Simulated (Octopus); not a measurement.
# CuO (Pm-3m) in Octopus: further runs

One crystal, CuO, is run at these levels: PBE, PBE+D2, PBE+D3, PBE+D3(BJ), PBE+D3M(BJ), PBE+TS; tasks: single point.

Program: Octopus 16.4. These are calculated values, not measurements. Logs are shortened: lines on timing, memory, paths and dates and some standing lists are left out, and cuts for length are marked.

### 1 The structure

Symmetry: Pm-3m, No. 221, cubic system. The conventional cell has a = 2.553 Å, b = 2.553 Å, c = 2.553 Å, α = 90.00°, β = 90.00°, γ = 90.00°. Cu (site symmetry m-3m) is surrounded by 8 O at 2.21 Å. O (site symmetry m-3m) has 8 Cu at 2.21 Å as nearest neighbours.

Measurements of this composition are mostly on another form, of space group No. 15.

### 2 Single point, PBE, 8.32 Å³/atom

inp reads:

```
CalculationMode = gs
UnitsOutput = eV_Angstrom
PeriodicDimensions = 3
ExperimentalFeatures = yes
PseudopotentialSet = pseudodojo_pbe
%LatticeParameters
 1*angstrom | 1*angstrom | 1*angstrom
%
%LatticeVectors
 2.55255061 | 0 | 0
 0 | 2.55255061 | 0
 0 | 0 | 2.55255061
%
%ReducedCoordinates
 "Cu" | 0 | 0 | 0
 "O" | 0.5 | 0.5 | 0.5
%
%Spacing
 0.11098046*angstrom | 0.11098046*angstrom | 0.11098046*angstrom
%
DerivativesOrder = 8
%KPointsGrid
 10 | 10 | 10
%
KPointsUseSymmetries = yes
XCFunctional = gga_x_pbe + gga_c_pbe
SmearingFunction = fermi_dirac
Smearing = 0.05*eV
ExtraStates = 8
Eigensolver = chebyshev_filter
ConvRelDens = 1e-6
MaximumIter = 120
```

Potentials or basis: pseudodojo_pbe (PseudoDojo 0.5, PBE).

On the command line:

```console
> OMP_NUM_THREADS=1 octopus > out.log
```

out.log:

```text
Running octopus

[... 17 lines left out ...]

****************************** Species *******************************
  Species 'Cu'
    type             : pseudopotential
    file             : 'Cu.upf'
    file format      : UPF2
    valence charge   : 19.0
    atomic number    :  29
    form on file     : kleinman-bylander
    lmax             : 2
    llocal           : -1
    projectors per l : 2
    total projectors : 6
    application form : kleinman-bylander
    orbitals         : 10
    bound orbitals   : 10

  Species 'O'
    type             : pseudopotential
    file             : 'O.upf'
    file format      : UPF2
    valence charge   : 6.0
    atomic number    :   8
    form on file     : kleinman-bylander
    lmax             : 2
    llocal           : -1
    projectors per l : 2
    total projectors : 6
    application form : kleinman-bylander
    orbitals         :  4
    bound orbitals   :  4

**********************************************************************

***************************** Symmetries *****************************
Space group No.  221
International: Pm-3m
Schoenflies: Oh^1
Info: The system has    48 symmorphic symmetries that can be used.
  Index                Rotation matrix                      Fractional translations
    1 :     1   0   0     0   1   0     0   0   1      0.000000    0.000000    0.000000
    2 :    -1   0   0     0  -1   0     0   0  -1      0.000000    0.000000    0.000000
    3 :     0   1   0    -1   0   0     0   0   1      0.000000    0.000000    0.000000
    4 :     0  -1   0     1   0   0     0   0  -1      0.000000    0.000000    0.000000
    5 :    -1   0   0     0  -1   0     0   0   1      0.000000    0.000000    0.000000
[... 290 lines left out ...]
 ediff =        2.00E+02 abs_dens =  2.19E+00 rel_dens =  8.76E-02
Matrix vector products: 1400
Converged eigenvectors: 0

#  State  KPoint  Eigenvalue [eV]  Occupation    Error
      1       1     -107.889023    2.000000   ( 2.8E-07)
      1       2     -107.888518    2.000000   ( 2.8E-05)
      1       3     -107.888013    2.000000   ( 6.9E-05)
      1       4     -107.887510    2.000000   ( 8.3E-05)
      1       5     -107.887195    2.000000   ( 9.2E-05)
      1       6     -107.886692    2.000000   ( 1.6E-04)
      1       7     -107.886190    2.000000   ( 1.1E-04)
      1       9     -107.885560    2.000000   ( 2.0E-04)
[... 23 lines left out ...]
     21       9       40.943938    0.000000   ( 3.6E-01)
     21      44       42.359494    0.000000   ( 2.4E-01)
     21      54       44.040309    0.000000   ( 2.5E-01)
     21      50       44.249825    0.000000   ( 2.8E-01)
     21      55       44.284513    0.000000   ( 2.9E-01)
     21      48       44.351484    0.000000   ( 2.6E-01)
     21      53       45.907128    0.000000   ( 2.8E-01)
     21      56       48.721083    0.000000   ( 3.0E-01)

Density of states:

-------------------%----------------------------%---------------------
-------------------%----------------------------%---------------------
-------------------%----------------------------%---------------------
-------------------%----------------------------%---------------------
-------------------%----------------------------%%--------------------
-------------------%-------------------------%--%%--------------------
-------------------%-------------------------%%-%%--------------------
%------------------%-------------------%-----%%-%%-------%%-----------
%------------------%-------------------%-----%%-%%-%-%%-%%%-%%%-------
%------------------%-------------------%----%%%-%%%%%%%%%%%%%%%%%%----
                                                 ^

Fermi energy =     2.675655 eV

**********************************************************************

*********************** SCF CYCLE ITER #    2 ************************
 etot  = -5.70204243E+03 abs_ev   =  5.00E+01 rel_ev   =  7.02E-02
 ediff =        9.44E+00 abs_dens =  2.20E+00 rel_dens =  8.79E-02
Matrix vector products: 1400
Converged eigenvectors: 0
[... 127 lines left out ...]
*********************** SCF CYCLE ITER #   13 ************************
 etot  = -5.60716113E+03 abs_ev   =  1.73E-04 rel_ev   =  2.50E-07
 ediff =        1.67E-05 abs_dens =  6.49E-06 rel_dens =  2.60E-07
Matrix vector products: 1400
Converged eigenvectors: 0

#  State  KPoint  Eigenvalue [eV]  Occupation    Error
      1       1     -111.087570    2.000000   ( 2.5E-07)
      1       2     -111.087108    2.000000   ( 8.4E-07)
      1       3     -111.086647    2.000000   ( 8.4E-07)
      1       4     -111.086185    2.000000   ( 8.4E-07)
      1       5     -111.085898    2.000000   ( 8.4E-07)
      1       6     -111.085438    2.000000   ( 8.4E-07)
      1       7     -111.084978    2.000000   ( 8.4E-07)
      1       9     -111.084402    2.000000   ( 8.4E-07)
[... 23 lines left out ...]
     21      46       37.522835    0.000000   ( 9.4E-02)
     21      44       39.186580    0.000000   ( 1.3E-01)
     21      56       39.381918    0.000000   ( 6.5E-02)
     21      55       39.762975    0.000000   ( 1.2E-01)
     21      50       39.903184    0.000000   ( 1.2E-01)
     21      48       40.388162    0.000000   ( 1.4E-01)
     21      54       40.577415    0.000000   ( 1.2E-01)
     21      53       40.661001    0.000000   ( 1.4E-01)

Density of states:

--------------------------------------------------%-------------------
-------------------%------------------------------%-------------------
-------------------%------------------------------%-------------------
-------------------%------------------------------%-------------------
-------------------%------------------------------%-------------------
-------------------%------------------------------%%------------------
-------------------%-----------------------------%%%--------%---------
%------------------%----------------------------%%%%--------%---------
%------------------%-----------------------%----%%%%--%-%---%-%%%%----
%------------------%----------------------%%----%%%%--%%%%%%%%%%%%%---
                                                   ^

Fermi energy =     1.203521 eV

**********************************************************************

Info: SCF converged in   13 iterations

** Warning:
**   Some of the states are not fully converged!

Info: Number of matrix-vector products:      18200
Info: Finished writing information to 'restart/gs'.

Octopus emitted 17 warnings.
```

static/info:

```text
**

********************** Brillouin zone sampling ***********************
Dimensions of the k-point grid      = 10 10 10
Total number of k-points            = 1000
Number of symmetry-reduced k-points = 56
[... 1339 lines left out ...]
      rel_energy =  8.08362536E-08 ( 0.00000000E+00)
      abs_dens =  6.49159721E-06 ( 0.00000000E+00)
      rel_dens =  2.59663888E-07 ( 1.00000000E-06)
      abs_evsum =  1.73490702E-04 ( 0.00000000E+00) [eV]
      rel_evsum =  2.49532005E-07 ( 0.00000000E+00)

Forces on the ions [eV/A]
 Ion                        x              y              z
   1        Cu   0.00000000E+00   0.00000000E+00   0.00000000E+00
   2         O   0.00000000E+00   0.00000000E+00   0.00000000E+00
 ----------------------------------------------------------
 Max abs force   0.00000000E+00   0.00000000E+00   0.00000000E+00
   Total force   0.00000000E+00   0.00000000E+00   0.00000000E+00
```

Run time: 2.9 min. Hardware: 1 thread of Arm Neoverse V2, shared host; peak memory 0.83 GiB.

Results:

```
Free energy            : -5607.1834 eV
Band gap on the k mesh : none (metal or under the smearing width)
```

Caveat: an odd number of electrons without spin polarisation forces a metal; a magnetic or distorted state may lie lower; the run has no spin polarisation, though such a crystal can be magnetic; semilocal functionals often make such compounds metallic where correlation or magnetic order opens a gap, which also shifts bond lengths.

### 3 Single point, PBE+D2, 8.32 Å³/atom

Changes to inp since step 2:

```diff
@@ -26,2 +26,4 @@
 XCFunctional = gga_x_pbe + gga_c_pbe
+VDWCorrection = vdw_d2
+VDWD3Functional = "pbe"
 SmearingFunction = fermi_dirac
@@ -32 +34,6 @@
 MaximumIter = 120
+%Output
+ density | cube
+ elf | cube
+ potential | cube
+%
```

Potentials or basis: pseudodojo_pbe (PseudoDojo 0.5, PBE).

On the command line:

```console
> OMP_NUM_THREADS=1 octopus > out.log
```

It took 3 min on 1 thread of Arm Neoverse V2, shared host; peak memory 0.84 GiB.

The run converged. Its results:

| Item | Value |
| --- | --- |
| Free energy | -5607.8381 eV |
| Band gap on the k mesh | none (metal or under the smearing width) |

Caveat: an odd number of electrons without spin polarisation forces a metal; a magnetic or distorted state may lie lower; the run has no spin polarisation, though such a crystal can be magnetic; semilocal functionals often make such compounds metallic where correlation or magnetic order opens a gap, which also shifts bond lengths; pairwise dispersion overbinds metals, which lowers pressure and volume.

### 4 Single point, PBE+D3, 8.32 Å³/atom

Changes to inp since step 3:

```diff
@@ -26,3 +26,3 @@
 XCFunctional = gga_x_pbe + gga_c_pbe
-VDWCorrection = vdw_d2
+VDWCorrection = vdw_d3_zero_damping
 VDWD3Functional = "pbe"
@@ -34,6 +34 @@
 MaximumIter = 120
-%Output
- density | cube
- elf | cube
- potential | cube
-%
```

On the command line:

```console
> OMP_NUM_THREADS=1 octopus > out.log
```

It took 3.3 min on 1 thread of Arm Neoverse V2, shared host; peak memory 0.84 GiB.

The run converged. Its results:

```
Free energy            : -5607.7608 eV
Band gap on the k mesh : none (metal or under the smearing width)
```

Caveat: an odd number of electrons without spin polarisation forces a metal; a magnetic or distorted state may lie lower; the run has no spin polarisation, though such a crystal can be magnetic; semilocal functionals often make such compounds metallic where correlation or magnetic order opens a gap, which also shifts bond lengths; pairwise dispersion overbinds metals, which lowers pressure and volume.

### 5 Single point, PBE+D3(BJ), 8.32 Å³/atom

Changes to inp since step 4:

```diff
@@ -26,3 +26,3 @@
 XCFunctional = gga_x_pbe + gga_c_pbe
-VDWCorrection = vdw_d3_zero_damping
+VDWCorrection = vdw_d3_bj
 VDWD3Functional = "pbe"
@@ -34 +34,6 @@
 MaximumIter = 120
+%Output
+ density | cube
+ elf | cube
+ potential | cube
+%
```

On the command line:

```console
> OMP_NUM_THREADS=1 octopus > out.log
```

It took 3.9 min on 1 thread of Arm Neoverse V2, shared host; peak memory 0.84 GiB.

Results (log left out):

| Quantity | Value |
| --- | --- |
| Free energy | -5607.8751 eV |
| Band gap on the k mesh | none (metal or under the smearing width) |

Caveat: an odd number of electrons without spin polarisation forces a metal; a magnetic or distorted state may lie lower; the run has no spin polarisation, though such a crystal can be magnetic; semilocal functionals often make such compounds metallic where correlation or magnetic order opens a gap, which also shifts bond lengths; pairwise dispersion overbinds metals, which lowers pressure and volume.

### 6 Single point, PBE+D3M(BJ), 8.32 Å³/atom

Changes to inp since step 5:

```diff
@@ -26,3 +26,3 @@
 XCFunctional = gga_x_pbe + gga_c_pbe
-VDWCorrection = vdw_d3_bj
+VDWCorrection = vdw_d3m_bj
 VDWD3Functional = "pbe"
@@ -34,6 +34 @@
 MaximumIter = 120
-%Output
- density | cube
- elf | cube
- potential | cube
-%
```

Potentials or basis: pseudodojo_pbe (PseudoDojo 0.5, PBE).

On the command line:

```console
> OMP_NUM_THREADS=1 octopus > out.log
```

Wall time 3.5 min (1 thread of Arm Neoverse V2, shared host); peak memory 0.84 GiB.

The run converged. Its results:

| Quantity | Value |
| --- | --- |
| Free energy | -5608.5514 eV |
| Band gap on the k mesh | none (metal or under the smearing width) |

Caveat: an odd number of electrons without spin polarisation forces a metal; a magnetic or distorted state may lie lower; the run has no spin polarisation, though such a crystal can be magnetic; semilocal functionals often make such compounds metallic where correlation or magnetic order opens a gap, which also shifts bond lengths; pairwise dispersion overbinds metals, which lowers pressure and volume.

### 7 Single point, PBE+TS, 8.32 Å³/atom

Changes to inp since step 6:

```diff
@@ -26,4 +26,3 @@
 XCFunctional = gga_x_pbe + gga_c_pbe
-VDWCorrection = vdw_d3m_bj
-VDWD3Functional = "pbe"
+VDWCorrection = vdw_ts
 SmearingFunction = fermi_dirac
@@ -34 +33,6 @@
 MaximumIter = 120
+%Output
+ density | cube
+ elf | cube
+ potential | cube
+%
```

On the command line:

```console
> OMP_NUM_THREADS=1 octopus > out.log
```

Run time: 3.2 min. Hardware: 1 thread of Arm Neoverse V2, shared host; peak memory 0.83 GiB.

It converged, with:

* Free energy: -5607.7782 eV
* Band gap on the k mesh: none (metal or under the smearing width)

Caveat: the TS correction of this program wasn't checked against another; an odd number of electrons without spin polarisation forces a metal; a magnetic or distorted state may lie lower; the run has no spin polarisation, though such a crystal can be magnetic; semilocal functionals often make such compounds metallic where correlation or magnetic order opens a gap, which also shifts bond lengths; pairwise dispersion overbinds metals, which lowers pressure and volume.

### 8 The reference run

An earlier run on the cell as given: functional PBE; potentials or basis pseudodojo_pbe (PseudoDojo 0.5, PBE); grid spacing 0.111 Å; k mesh 10 × 10 × 10; occupations fermi-dirac, width 0.05 eV; no spin polarisation.

* Band gap on the k mesh: none (metal or under the smearing width)
